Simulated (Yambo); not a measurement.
# Si (Fd-3m) in Yambo: a series of runs, part 2 of 2

Yambo 5.3.0.

## (3) Optical spectrum, PBE

Input file optics1.in:

```
optics
chi
Chimod= "HARTREE"
% BndsRnXd
 1 | 29 |
%
NGsBlkXd= 3 Ry
% LongDrXd
 1 | 0 | 0 |
%
% QpntsRXd
 1 | 1 |
%
% EnRngeXd
 0 | 20 | eV
%
% DmRngeXd
 0.1 | 0.1 | eV
%
ETStpsXd= 200
```

Input file scf.in:

```
&CONTROL
  calculation = 'scf'
  prefix = 'pwscf'
  outdir = './tmp'
  pseudo_dir = './pseudo'
/
&SYSTEM
  ibrav = 0
  nat = 2
  ntyp = 1
  ecutwfc = 36
  nbnd = 9
  occupations = 'smearing'
  smearing = 'fd'
  degauss = 0.00367493
  force_symmorphic = .true.
/
&ELECTRONS
  conv_thr = 4d-10
  electron_maxstep = 120
  mixing_beta = 0.5
/
ATOMIC_SPECIES
Si    28.0850 Si.upf
CELL_PARAMETERS angstrom
   0.0000000000    2.7218511865    2.7218511865
   2.7218511865    0.0000000000    2.7218511865
   2.7218511865    2.7218511865    0.0000000000
ATOMIC_POSITIONS crystal
Si     0.5000000000    0.5000000000    0.5000000000
Si     0.7500000000    0.7500000000    0.7500000000
K_POINTS automatic
8 8 8 0 0 0
```

Input file nscf.in:

```
&CONTROL
  calculation = 'nscf'
  prefix = 'pwscf'
  outdir = './tmp'
  pseudo_dir = './pseudo'
/
&SYSTEM
  ibrav = 0
  nat = 2
  ntyp = 1
  ecutwfc = 36
  nbnd = 124
  occupations = 'fixed'
  force_symmorphic = .true.
/
&ELECTRONS
  conv_thr = 1d-08
  diago_full_acc = .true.
  diago_thr_init = 1d-06
/
ATOMIC_SPECIES
Si    28.0850 Si.upf
CELL_PARAMETERS angstrom
   0.0000000000    2.7218511865    2.7218511865
   2.7218511865    0.0000000000    2.7218511865
   2.7218511865    2.7218511865    0.0000000000
ATOMIC_POSITIONS crystal
Si     0.5000000000    0.5000000000    0.5000000000
Si     0.7500000000    0.7500000000    0.7500000000
K_POINTS automatic
6 6 6 0 0 0
```

Potentials or basis: PseudoDojo 0.5 SR PBE standard.

Run with:

```
$ OMP_NUM_THREADS=1 pw.x -in scf.in > scf.out
$ OMP_NUM_THREADS=1 pw.x -in nscf.in > nscf.out
$ cd tmp/pwscf.save; p2y; mv SAVE ../..; cd ../..
$ OMP_NUM_THREADS=1 yambo
$ OMP_NUM_THREADS=1 yambo -F optics1.in -J optics1 -C optics1_out
```

Yambo's report:

```text
[... sections 02.01 to 02.04 as in the set-up run ...]

  [02.05] Energies & Occupations
  ==============================

  [X] === General ===
  [X] Electronic Temperature                        :  0.000000  0.000000 [eV K]
  [X] Bosonic    Temperature                        :  0.000000  0.000000 [eV K]
  [X] Finite Temperature mode                       : no
  [X] El. density                                   :  0.19837E+24 [cm-3]
  [X] Fermi Level                                   :  6.155985 [eV]

  [X] === Gaps and Widths ===
  [X] Conduction Band Min                           :  0.722766 [eV]
  [X] Valence Band Max                              :  0.000000 [eV]
  [X] Filled Bands                                  :   4
  [X] Empty Bands                                   :    5  124
  [X] Direct Gap                                    :  2.552723 [eV]
  [X] Direct Gap localized at k                     :  1
  [X] Indirect Gap                                  :  0.722766 [eV]
  [X] Indirect Gap between kpts                     :   1  13
  [X] Last valence band width                       :  3.618876 [eV]
  [X] 1st conduction band width                     :  2.637219 [eV]

 [03] Transferred momenta grid and indexing
 ==========================================

 IBZ Q-points                                      :  16
 BZ  Q-points                                      :  216

 K/Q-points units:
 rlu = crystal or reduced units; cc = cartesian coordinates; iku = interal k-units

 Q [ 1]         [rlu]:  0.000000  0.000000  0.000000
 Q [ 2]         [rlu]:  0.66011E-18  0.66011E-18  0.16667
 Q [ 3]         [rlu]:  0.13202E-17  0.13202E-17  0.33333
 Q [ 4]         [rlu]: -0.32053E-17 -0.32053E-17 -0.50000
 Q [ 5]         [rlu]:  0.24958E-17  0.16667      0.16667
 Q [ 6]         [rlu]: -0.10701E-16  0.16667      0.33333
 Q [ 7]         [rlu]:  0.89388E-17  0.16667      0.50000
 Q [ 8]         [rlu]: -0.32053E-17  0.16667     -0.33333
 Q [ 9]         [rlu]: -0.29076E-16  0.16667     -0.16667
 Q [10]         [rlu]: -0.17730E-16  0.33333      0.33333
 Q [11]         [rlu]:  0.68824E-16  0.33333      0.50000
 Q [12]         [rlu]: -0.12709E-16  0.33333     -0.33333
 Q [13]         [rlu]: -0.74875E-17 -0.50000     -0.50000
 Q [14]         [rlu]:  0.166667  0.333333  0.500000
 Q [15]         [rlu]:  0.166667  0.333333 -0.333333
 Q [16]         [rlu]:  0.166667 -0.500000 -0.333333

 [WARNING] [Xd] User bands 1-29 break level degeneracy

 [04] Dipoles
 ============

  [04.01] Setup: observables and procedures
  =========================================

  [WF-Oscillators/G space/Transverse up loader] Normalization (few states)  min/max  :  0.38164E-16   1.0000

  [WR./optics1//ndb.dipoles]------------------------------------------------------
   Brillouin Zone Q/K grids (IBZ/BZ)                :   16  216   16  216
   RL vectors                                       :  1411 [WF]
   Fragmentation                                    : yes
   Electronic Temperature                           :  0.000000 [K]
   Bosonic    Temperature                           :  0.000000 [K]
   DIP band range                                   :   1  29
   DIP band range limits                            :   4   5
   DIP e/h energy range                             : -1.000000 -1.000000 [eV]
   RL vectors in the sum                            :  1411
   [r,Vnl] included                                 : yes
   Bands ordered                                    : yes
   Direct v evaluation                              : no
   Approach used                                    : G-space v
   Dipoles computed                                 : R V P [G-space]
   Wavefunctions                                    : Perdew, Burke & Ernzerhof(X)+Perdew, Burke & Ernzerhof(C)

  [WARNING] [r,Vnl^pseudo] included in position and velocity dipoles.

  [WARNING] In case H contains other non local terms, these are neglected

 [05] Optics
 ===========

 [X-CG] R(p) Tot o/o(of R):   1130  21600    100
```

It took 23 s on 1 thread of Arm Neoverse V2, shared host; peak memory 0.26 GiB.

Results:

```yaml
Band_gap_on_the_k_mesh_mean-field_level: 0.72 eV, indirect (least direct gap 2.55 eV)
Electronic_dielectric_constant_along_the_field: 15.46
Electronic_dielectric_constant_along_the_field_independent_particles: 16.91
```

Dielectric function (along the field direction of the input):
| energy (eV) | real part | imaginary part |
| --- | --- | --- |
| 0.30 | 15.57 | 0.41 |
| 0.80 | 16.30 | 0.48 |
| 1.31 | 17.97 | 0.67 |
| 1.81 | 21.49 | 1.21 |
| 2.31 | 31.20 | 4.22 |
| 2.81 | 7.00 | 43.08 |
| 3.32 | 22.00 | 13.98 |
| 3.82 | -33.96 | 77.16 |
| 4.32 | -12.56 | 9.12 |
| 4.82 | -12.26 | 4.20 |
| 5.33 | -4.05 | 3.36 |
| 5.83 | -2.07 | 4.28 |
| 6.33 | 0.91 | 9.09 |
| 6.83 | -5.71 | 6.06 |
| 7.34 | -5.06 | 5.41 |
| 7.84 | -5.61 | 1.82 |
| 8.34 | -3.25 | 0.81 |
| 8.84 | -2.79 | 1.27 |
| 9.35 | -2.14 | 1.13 |
| 9.85 | -1.69 | 1.01 |
| 10.35 | -1.31 | 1.00 |
| 10.85 | -1.50 | 0.92 |
| 11.36 | -1.29 | 0.47 |
| 11.86 | -1.10 | 0.29 |
| 12.36 | -0.65 | 0.45 |
| 12.86 | -0.54 | 0.36 |
| 13.37 | -0.40 | 0.60 |
| 13.87 | -0.47 | 0.31 |
| 14.37 | -0.28 | 0.34 |
| 14.87 | -0.36 | 0.48 |
| 15.38 | -0.16 | 0.26 |
| 15.88 | -0.08 | 0.37 |
| 16.38 | -0.07 | 0.22 |
| 16.88 | -0.02 | 0.16 |
| 17.39 | 0.11 | 0.35 |
| 17.89 | 0.10 | 0.24 |
| 18.39 | 0.20 | 0.20 |
| 18.89 | 0.06 | 0.27 |
| 19.40 | 0.20 | 0.15 |
| 20.00 | 0.27 | 0.10 |

Caveat: this k mesh misses the band edges, so its gaps are larger than the crystal's; spectra need much finer meshes, so this one isn't converged; these spectra lack excitons.
